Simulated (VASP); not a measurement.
# PtS2 under strain

Aim: follow the gap and pressure of PtS2 through compression, expansion and shear. All runs use LDA. Left out of this account: 1 further run (fields: a reference on another mesh). The start is a cell from a database of measured crystal structures.

Calculated with VASP 6.6.1; LDA; plane waves and PAW (Pt, S).

Report form: the programs' logs are mostly left out.

### Step 1. The starting structure

It takes space group P-3m1 (No. 164, trigonal). The conventional cell has a = 3.543 Å, b = 3.543 Å, c = 5.039 Å, α = 90.00°, β = 90.00°, γ = 120.00°. Nearest to Pt lie 6 S at 2.34 Å. Nearest to S lie 3 Pt at 2.34 Å. Farther neighbours and most contacts between anions are not listed.

Structure file:

```cif
data_structure
_symmetry_space_group_name_H-M 'P-3m1'
_symmetry_Int_Tables_number 164
_cell_length_a 3.5432
_cell_length_b 3.5432
_cell_length_c 5.0388
_cell_angle_alpha 90.000
_cell_angle_beta 90.000
_cell_angle_gamma 120.000
_cell_volume 54.78
loop_
_atom_site_label
_atom_site_type_symbol
_atom_site_symmetry_multiplicity
_atom_site_Wyckoff_symbol
_atom_site_fract_x
_atom_site_fract_y
_atom_site_fract_z
_atom_site_occupancy
Pt1 Pt 1 a 0.00000 0.00000 0.00000 1
S1 S 2 d 0.33333 0.66667 0.22700 1
```

### Step 2. Bands, cell as listed

Levels along the symmetry lines show where the bands peak and cross; KPOINTS_OPT computes them in the converged potential. LDA, the lowest rung, knows the local density alone.

File INCAR:

```
SYSTEM = PtS2
PREC = Accurate
ENCUT = 400
EDIFF = 1E-06
NELM = 100
ISMEAR = -1
SIGMA = 0.05
LREAL = .FALSE.
ALGO = Normal
GGA = CA
NBANDS = 24
LASPH = .TRUE.
LORBIT = 11
LWAVE = .FALSE.
LCHARG = .FALSE.
KPAR = 4
```

File POSCAR:

```
PtS2
1.0
    3.5432000000      0.0000000000      0.0000000000
   -1.7716000000      3.0685012107      0.0000000000
    0.0000000000      0.0000000000      5.0388000000
Pt S
1 2
Direct
    0.0000000000      0.0000000000      0.0000000000
    0.3333333333      0.6666666667      0.2270000000
    0.6666666667      0.3333333333      0.7730000000
```

File KPOINTS:

```
Automatic mesh
0
Gamma
8 8 5
0 0 0
```

File KPOINTS_OPT:

```
Line mode
16
Line-mode
Reciprocal
  0.00000000   0.00000000   0.00000000 GAMMA
  0.50000000   0.00000000   0.00000000 M

  0.50000000   0.00000000   0.00000000 M
  0.33333333   0.33333333   0.00000000 K

  0.33333333   0.33333333   0.00000000 K
  0.00000000   0.00000000   0.00000000 GAMMA

  0.00000000   0.00000000   0.00000000 GAMMA
  0.00000000   0.00000000   0.50000000 A

  0.00000000   0.00000000   0.50000000 A
  0.50000000   0.00000000   0.50000000 L

  0.50000000   0.00000000   0.50000000 L
  0.33333333   0.33333333   0.50000000 H

  0.33333333   0.33333333   0.50000000 H
  0.00000000   0.00000000   0.50000000 A

  0.50000000   0.00000000   0.50000000 L
  0.50000000   0.00000000   0.00000000 M

  0.33333333   0.33333333   0.00000000 K
  0.33333333   0.33333333   0.50000000 H
```

Potentials, in the order of the species: Pt and S (LDA family, release 64).

Run with:

```sh
$ mpirun -np 4 vasp_std
```

It took 29 s on 4 MPI ranks of AMD EPYC 7R43, shared host; peak memory 0.56 GiB.

Spin-orbit coupling is off here; with elements this heavy it splits and shifts levels by tenths of an eV or more. At this level the cell is under a pressure of 3.5 GPa, so at these settings it is away from equilibrium.

This step gave:

| Property | Result |
| --- | --- |
| SCF cycles | 12 |
| electrons | 22 |
| bands | 24 |
| irreducible k-points | 40 |
| symmetry operations | 12 |
| free energy (TOTEN) | -18.12 eV |
| Fermi energy | 7.015 eV |
| pressure | 3.534 GPa |
| metallic | no |
| least gap on mesh and path | 0.8514 eV |
| least direct gap on mesh and path | 0.8996 eV |
| valence top at k | 0.08889, 0.08889, 0 |
| conduction bottom at k | 0, 0.25, 0.2 |
| least direct gap at k | 0, 0.25, 0.2 |

The electronic bands at the labelled points (eV, zero at the valence-band top; v1 is the highest filled band, c1 the lowest empty one):

```csv
point,v4,v3,v2,v1,c1,c2,c3,c4
Γ,-1.78,-1.11,-1.11,-0.11,2.45,2.45,4.67,5.55
0.47 of the way,-2.98,-1.42,-1.40,-0.52,1.47,2.30,5.52,7.42
M,-3.32,-3.23,-3.02,-2.34,1.73,2.84,5.45,6.40
0.47 of the way,-3.36,-3.12,-2.46,-1.40,1.43,1.83,5.60,7.44
K,-3.68,-2.68,-1.47,-1.47,0.97,0.97,5.60,7.93
0.47 of the way,-3.19,-2.09,-1.79,-0.25,1.26,1.97,6.09,7.30
Γ,-1.78,-1.11,-1.11,-0.11,2.45,2.45,4.67,5.55
0.53 of the way,-2.07,-1.22,-1.22,-0.61,2.71,2.71,4.92,6.52
A,-2.54,-1.30,-1.30,-0.87,2.93,2.93,5.37,7.22
0.47 of the way,-2.87,-1.32,-1.26,-0.69,1.13,2.04,5.56,7.20
L,-3.27,-3.08,-2.73,-1.33,2.07,2.32,5.30,5.36
0.47 of the way,-3.36,-3.33,-1.97,-1.63,1.89,2.44,5.89,6.26
H,-3.59,-3.54,-1.87,-1.87,2.21,2.21,7.24,7.70
0.53 of the way,-3.00,-1.36,-1.19,-0.91,0.94,1.86,6.42,6.97
A,-2.54,-1.30,-1.30,-0.87,2.93,2.93,5.37,7.22
jump to L,-3.27,-3.08,-2.73,-1.33,2.07,2.32,5.30,5.36
0.53 of the way,-3.27,-3.24,-2.84,-1.92,2.10,2.47,4.93,6.03
M,-3.32,-3.23,-3.02,-2.34,1.73,2.84,5.45,6.40
jump to K,-3.68,-2.68,-1.47,-1.47,0.97,0.97,5.60,7.93
0.53 of the way,-3.66,-3.13,-1.72,-1.72,1.64,1.64,6.42,7.86
H,-3.59,-3.54,-1.87,-1.87,2.21,2.21,7.24,7.70
```

Of the projections kept (Pt, S), the largest for each band there; the rest of the weight can lie on other orbitals:

```csv
point,v4,v3,v2,v1,c1,c2,c3,c4
Γ,Pt 0.82,S 0.87,S 0.87,S 1.00,S 0.55,S 0.55,Pt 0.55,S 0.59
M,Pt 1.00,Pt 0.98,S 0.88,Pt 0.72,Pt 0.58,S 0.58,Pt 0.70,Pt 0.66
K,Pt 1.00,S 0.74,Pt 0.63,Pt 0.63,Pt 0.61,Pt 0.61,Pt 0.77,Pt 0.50
Γ,Pt 0.82,S 0.87,S 0.87,S 1.00,S 0.55,S 0.55,Pt 0.55,S 0.59
A,S 0.99,S 0.88,S 0.88,Pt 0.60,S 0.56,S 0.56,Pt 0.73,S 0.52
L,Pt 0.98,S 0.74,Pt 0.82,S 0.88,S 0.53,Pt 0.51,Pt 0.61,S 0.58
```

Force by atom:

```csv
atom,x (eV/Å),y (eV/Å),z (eV/Å),size
Pt1,0.000,0.000,0.000,0.000
S2,0.000,0.000,0.805,0.805
S3,0.000,0.000,-0.805,0.805
```

The gap is 0.85 eV, indirect.

### Step 3. Bands, volume times 1.04

The cell is expanded evenly, with fractional positions held.

INCAR is that of step 2.

File POSCAR:

```
PtS2
1.0
    3.5898263996      0.0000000000      0.0000000000
   -1.7949131998      3.1088808573      0.0000000000
    0.0000000000      0.0000000000      5.1051076040
Pt S
1 2
Direct
    0.0000000000      0.0000000000      0.0000000000
    0.3333333333      0.6666666667      0.2270000000
    0.6666666667      0.3333333333      0.7730000000
```

KPOINTS is that of step 2.

KPOINTS_OPT is that of step 2.

Run with:

```sh
$ mpirun -np 4 vasp_std
```

It took 29 s on 4 MPI ranks; peak memory 0.57 GiB.

Numbers from this step:

```
free energy (TOTEN)               : -18.13 eV
Fermi energy                      : 6.437 eV
pressure                          : -2.330 GPa
least gap on mesh and path        : 0.7926 eV
least direct gap on mesh and path : 0.8612 eV
valence top at k                  : 0.06667, 0.06667, 0
```

The electronic bands at the labelled points (eV, zero at the valence-band top; v1 is the highest filled band, c1 the lowest empty one):

```csv
point,v4,v3,v2,v1,c1,c2,c3,c4
Γ,-1.72,-1.08,-1.08,-0.08,2.33,2.33,4.70,5.22
0.47 of the way,-2.86,-1.36,-1.35,-0.52,1.41,2.19,5.52,7.13
M,-3.16,-3.08,-2.86,-2.30,1.63,2.68,5.32,6.40
0.47 of the way,-3.20,-2.97,-2.34,-1.37,1.35,1.74,5.49,7.46
K,-3.47,-2.57,-1.42,-1.42,0.92,0.92,5.53,7.87
0.47 of the way,-3.04,-2.00,-1.72,-0.27,1.22,1.85,5.98,7.30
Γ,-1.72,-1.08,-1.08,-0.08,2.33,2.33,4.70,5.22
0.53 of the way,-1.97,-1.18,-1.18,-0.64,2.56,2.56,4.97,6.18
A,-2.41,-1.25,-1.25,-0.93,2.76,2.76,5.41,6.91
0.53 of the way,-2.84,-1.34,-1.27,-0.89,1.07,1.90,5.33,6.86
L,-3.11,-2.94,-2.63,-1.29,1.98,2.14,5.18,5.43
0.47 of the way,-3.20,-3.16,-1.89,-1.57,1.82,2.27,5.75,6.29
H,-3.42,-3.35,-1.80,-1.80,2.10,2.10,7.00,7.69
0.47 of the way,-2.94,-1.54,-1.28,-1.12,1.03,1.77,6.22,6.89
A,-2.41,-1.25,-1.25,-0.93,2.76,2.76,5.41,6.91
jump to L,-3.11,-2.94,-2.63,-1.29,1.98,2.14,5.18,5.43
0.53 of the way,-3.11,-3.10,-2.71,-1.87,1.96,2.35,4.87,6.04
M,-3.16,-3.08,-2.86,-2.30,1.63,2.68,5.32,6.40
jump to K,-3.47,-2.57,-1.42,-1.42,0.92,0.92,5.53,7.87
0.53 of the way,-3.46,-2.98,-1.65,-1.65,1.56,1.56,6.28,7.81
H,-3.42,-3.35,-1.80,-1.80,2.10,2.10,7.00,7.69
```

Of the projections kept (Pt, S), the largest for each band there; the rest of the weight can lie on other orbitals:

```csv
point,v4,v3,v2,v1,c1,c2,c3,c4
Γ,Pt 0.83,S 0.87,S 0.87,S 1.00,S 0.55,S 0.55,Pt 0.58,S 0.57
M,Pt 1.00,Pt 0.98,S 0.89,Pt 0.74,Pt 0.57,S 0.58,Pt 0.70,Pt 0.66
K,Pt 1.00,S 0.76,Pt 0.64,Pt 0.64,Pt 0.61,Pt 0.61,Pt 0.74,Pt 0.50
Γ,Pt 0.83,S 0.87,S 0.87,S 1.00,S 0.55,S 0.55,Pt 0.58,S 0.57
A,S 0.99,S 0.89,S 0.89,Pt 0.62,S 0.55,S 0.55,Pt 0.71,S 0.51
L,Pt 0.98,S 0.76,Pt 0.84,S 0.88,S 0.53,Pt 0.51,Pt 0.61,S 0.57
```

Force by atom:

```csv
atom,x (eV/Å),y (eV/Å),z (eV/Å),size
Pt1,0.000,0.000,0.000,0.000
S2,0.000,0.000,0.244,0.244
S3,0.000,0.000,-0.244,0.244
```

The gap is 0.79 eV, indirect. That is -0.06 eV from the cell as listed. The pressure is -2.33 GPa.

### Step 4. Bands, volume times 1.08

INCAR is that of step 3.

File POSCAR:

```
PtS2
1.0
    3.6352720646      0.0000000000      0.0000000000
   -1.8176360323      3.1482379576      0.0000000000
    0.0000000000      0.0000000000      5.1697360801
Pt S
1 2
Direct
    0.0000000000      0.0000000000      0.0000000000
    0.3333333333      0.6666666667      0.2270000000
    0.6666666667      0.3333333333      0.7730000000
```

KPOINTS is that of step 3.

KPOINTS_OPT is that of step 3.

Run with:

```sh
$ mpirun -np 4 vasp_std
```

It took 28 s on 4 MPI ranks; peak memory 0.62 GiB; 1.8 min of CPU time.

This step gave:

* free energy (TOTEN): -18.07 eV
* Fermi energy: 5.902 eV
* pressure: -7.004 GPa
* least gap on mesh and path: 0.7401 eV
* least direct gap on mesh and path: 0.8259 eV

Electronic bands along the path, in eV, zero at the valence-band top; v1 is the highest filled band, c1 the lowest empty one:

```csv
point,v4,v3,v2,v1,c1,c2,c3,c4
Γ,-1.66,-1.04,-1.04,-0.06,2.21,2.21,4.73,4.93
0.47 of the way,-2.75,-1.31,-1.31,-0.51,1.35,2.09,5.51,6.86
M,-3.00,-2.93,-2.71,-2.26,1.54,2.53,5.21,6.40
0.47 of the way,-3.04,-2.84,-2.22,-1.35,1.28,1.66,5.39,7.47
K,-3.28,-2.46,-1.37,-1.37,0.88,0.88,5.44,7.82
0.47 of the way,-2.90,-1.92,-1.64,-0.28,1.18,1.75,5.86,7.30
Γ,-1.66,-1.04,-1.04,-0.06,2.21,2.21,4.73,4.93
0.47 of the way,-1.81,-1.12,-1.12,-0.56,2.39,2.39,4.93,5.71
A,-2.28,-1.21,-1.21,-0.97,2.61,2.61,5.43,6.60
0.47 of the way,-2.68,-1.19,-1.18,-0.69,0.99,1.87,5.42,6.91
L,-2.96,-2.82,-2.53,-1.25,1.89,1.98,5.06,5.49
0.53 of the way,-3.06,-3.02,-1.75,-1.59,1.76,2.12,5.78,6.51
H,-3.26,-3.18,-1.72,-1.72,1.99,1.99,6.76,7.69
0.53 of the way,-2.77,-1.27,-1.08,-0.87,0.82,1.73,6.01,6.87
A,-2.28,-1.21,-1.21,-0.97,2.61,2.61,5.43,6.60
jump to L,-2.96,-2.82,-2.53,-1.25,1.89,1.98,5.06,5.49
0.53 of the way,-2.96,-2.96,-2.60,-1.82,1.84,2.23,4.80,6.05
M,-3.00,-2.93,-2.71,-2.26,1.54,2.53,5.21,6.40
jump to K,-3.28,-2.46,-1.37,-1.37,0.88,0.88,5.44,7.82
0.53 of the way,-3.28,-2.85,-1.59,-1.59,1.48,1.48,6.13,7.76
H,-3.26,-3.18,-1.72,-1.72,1.99,1.99,6.76,7.69
```

Of the projections kept (Pt, S), the largest for each band there; the rest of the weight can lie on other orbitals:

```csv
point,v4,v3,v2,v1,c1,c2,c3,c4
Γ,Pt 0.83,S 0.88,S 0.88,S 1.00,S 0.55,S 0.55,Pt 0.60,S 0.56
M,Pt 1.00,Pt 0.98,S 0.89,Pt 0.77,Pt 0.56,S 0.58,Pt 0.69,Pt 0.65
K,Pt 1.00,S 0.77,Pt 0.64,Pt 0.64,Pt 0.60,Pt 0.60,Pt 0.72,Pt 0.50
Γ,Pt 0.83,S 0.88,S 0.88,S 1.00,S 0.55,S 0.55,Pt 0.60,S 0.56
A,S 0.99,S 0.89,S 0.89,Pt 0.64,S 0.55,S 0.55,Pt 0.70,S 0.51
L,Pt 0.98,S 0.77,Pt 0.85,S 0.89,S 0.53,Pt 0.51,Pt 0.61,S 0.56
```

Force by atom:

```csv
atom,x (eV/Å),y (eV/Å),z (eV/Å),size
Pt1,0.000,0.000,0.000,0.000
S2,0.000,0.000,-0.233,0.233
S3,0.000,0.000,0.233,0.233
```

The gap is 0.74 eV, indirect. That is -0.11 eV from the cell as listed. The pressure is -7.00 GPa.

### Step 5. Bands, sheared, principal strains -2.2, -0.4, +2.7 %

The cell is sheared at fixed volume, which lowers its symmetry.

INCAR is that of step 4.

File POSCAR:

```
PtS2
1.0
    3.5706460000      0.0609540000     -0.0441790000
   -1.7325350000      3.0581170000      0.0212240000
   -0.0628270000     -0.0014210000      4.9697670000
Pt S
1 2
Direct
    0.0000000000      0.0000000000      0.0000000000
    0.3333333333      0.6666666667      0.2270000000
    0.6666666667      0.3333333333      0.7730000000
```

KPOINTS is that of step 4.

File KPOINTS_OPT:

```
Line mode
16
Line-mode
Reciprocal
  0.00000000   0.00000000   0.50000000 X
  0.00000000   0.00000000   0.00000000 GAMMA

  0.00000000   0.00000000   0.00000000 GAMMA
  0.00000000   0.50000000   0.00000000 Y

  0.00000000   0.50000000   0.50000000 L
  0.00000000   0.00000000   0.00000000 GAMMA

  0.00000000   0.00000000   0.00000000 GAMMA
 -0.50000000   0.00000000   0.00000000 Z

 -0.50000000   0.00000000   0.50000000 N
  0.00000000   0.00000000   0.00000000 GAMMA

  0.00000000   0.00000000   0.00000000 GAMMA
 -0.50000000   0.50000000   0.00000000 M

 -0.50000000   0.50000000   0.50000000 R
  0.00000000   0.00000000   0.00000000 GAMMA
```

Run with:

```sh
$ mpirun -np 4 vasp_std
```

Elapsed: 41 s, on 4 MPI ranks; peak memory 1.1 GiB; 2.6 min of CPU time.

The path and its labels are those of the sheared lattice, so a letter need not mean the same point as in the unstrained cell.

Numbers from this step:

```yaml
irreducible_k_points: 162
symmetry_operations: 2
fermi_energy: 6.976 eV
pressure: 2.925 GPa
least_gap_on_mesh_and_path: 0.4207 eV
least_direct_gap_on_mesh_and_path: 0.7228 eV
valence_top_at_k: 0, 0.1667, 0.1667
conduction_bottom_at_k: -0.3, 0, 0.3
least_direct_gap_at_k: -0.25, 0, 0.2
```

The electronic bands at the labelled points (eV, zero at the valence-band top; v1 is the highest filled band, c1 the lowest empty one):

```csv
point,v4,v3,v2,v1,c1,c2,c3,c4
X,-2.65,-1.46,-1.46,-0.97,2.63,2.94,5.25,7.00
0.47 of the way,-2.16,-1.38,-1.36,-0.70,2.41,2.68,4.77,6.37
Γ,-1.85,-1.29,-1.24,-0.19,2.17,2.37,4.48,5.41
0.47 of the way,-3.09,-1.59,-1.54,-0.59,1.31,2.16,5.33,7.22
Y,-3.49,-3.36,-3.07,-2.43,1.54,2.73,5.32,6.30
jump to L,-3.39,-3.25,-2.82,-1.36,1.81,2.23,5.26,5.26
0.53 of the way,-3.08,-1.47,-1.32,-0.10,0.77,1.74,5.00,6.84
Γ,-1.85,-1.29,-1.24,-0.19,2.17,2.37,4.48,5.41
0.47 of the way,-3.09,-1.61,-1.50,-0.60,1.14,2.35,5.37,7.25
Z,-3.43,-3.36,-3.08,-2.41,1.40,2.88,5.47,6.55
jump to N,-3.36,-3.08,-2.88,-1.26,1.90,2.09,5.34,5.36
0.53 of the way,-3.08,-1.44,-1.25,-0.20,0.63,1.92,5.08,6.82
Γ,-1.85,-1.29,-1.24,-0.19,2.17,2.37,4.48,5.41
0.53 of the way,-3.21,-1.80,-1.72,-0.83,1.52,2.06,5.16,7.50
M,-3.50,-3.42,-3.10,-2.45,1.68,2.59,5.17,6.13
jump to R,-3.45,-3.42,-2.75,-1.48,1.76,2.27,5.18,5.21
0.47 of the way,-3.09,-1.72,-1.63,-1.46,1.73,2.08,5.50,6.95
Γ,-1.85,-1.29,-1.24,-0.19,2.17,2.37,4.48,5.41
```

Of the projections kept (Pt, S), the largest for each band there; the rest of the weight can lie on other orbitals:

```csv
point,v4,v3,v2,v1,c1,c2,c3,c4
X,S 0.99,S 0.87,S 0.89,Pt 0.59,S 0.54,S 0.55,Pt 0.73,Pt 0.98
Γ,Pt 0.82,S 0.87,S 0.85,S 1.00,S 0.54,S 0.55,Pt 0.55,S 0.58
Y,Pt 1.00,Pt 0.99,S 0.89,Pt 0.73,Pt 0.57,S 0.57,Pt 0.71,Pt 0.66
L,Pt 0.99,S 0.74,Pt 0.82,S 0.88,S 0.52,Pt 0.50,S 0.58,Pt 0.60
Γ,Pt 0.82,S 0.87,S 0.85,S 1.00,S 0.54,S 0.55,Pt 0.55,S 0.58
Z,S 0.76,Pt 0.99,S 0.88,Pt 0.72,Pt 0.57,S 0.59,Pt 0.70,Pt 0.65
```

Force by atom:

```csv
atom,x (eV/Å),y (eV/Å),z (eV/Å),size
Pt1,0.00,0.00,0.00,0.00
S2,0.59,-0.03,0.86,1.04
S3,-0.59,0.03,-0.86,1.04
```

The gap is 0.42 eV, indirect. The path differs from that of the listed cell and a band edge lies off the zone's corner points, so the two gaps may rest on unlike samples; on the common mesh the gap moves by -0.29 eV. The pressure is 2.93 GPa, and the symmetry operations fall from 12 to 2.

[end of part 1 of 2]

[Lines on the potential files, build, host, timing and source positions are cut from VASP's logs without a mark.]

[Logs are printed without paths, hosts, clocks, repeated set-up lines and the standing remarks that a program may print on its own settings, such as how far it seeks lower states.]

[Hosts, paths, dates, database ids (printed as entryN), source tags and the programs' standing remarks are cut or masked in the printed files.]

[A measured line is paired with the nearest computed mode of its activity, which favours agreement.]
